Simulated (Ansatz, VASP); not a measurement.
# NaCl in VASP and in Ansatz

```xyz
2
Lattice="3.6423 0.0000 0.0000 0.0000 3.6423 0.0000 0.0000 0.0000 3.5022" Properties=species:S:1:pos:R:3 pbc="T T T"
Na    0.0000    0.0000    0.0000
Cl    1.8211    1.8211    1.7511
```

Change from the starting cell: strain +0.040 along x and y, +0.000 along z, atoms carried along.

Alike in both runs: task single point; functional LDA; k mesh 6 × 6 × 6; occupations gaussian, width 0.05 eV; no spin polarisation.

```csv
,VASP,Ansatz
version,VASP 6.6.1,Ansatz 0.2.0
potentials or method,"VASP PAW LDA potentials, release 64 (Na_pv, Cl)","scalar-relativistic, plane waves, PAW"
plane-wave cutoff (eV),520,420
valence electrons in the cell,14,16
```

VASP gave:

```
gap on the k mesh at the Fermi level (eV)       : 3.21
least direct gap on the mesh (eV)               : 3.60
pressure (GPa)                                  : -4.3
largest component of the traceless stress (GPa) : 1.65
```

Q: Estimate Ansatz's values.

A: gap on the k mesh at the Fermi level (eV): 3.20; least direct gap on the mesh (eV): 3.59; pressure (GPa): -4.3; largest component of the traceless stress (GPa): 1.65.

The two sets of potentials don't hold the same shells in valence.

A k mesh can miss the band edges.
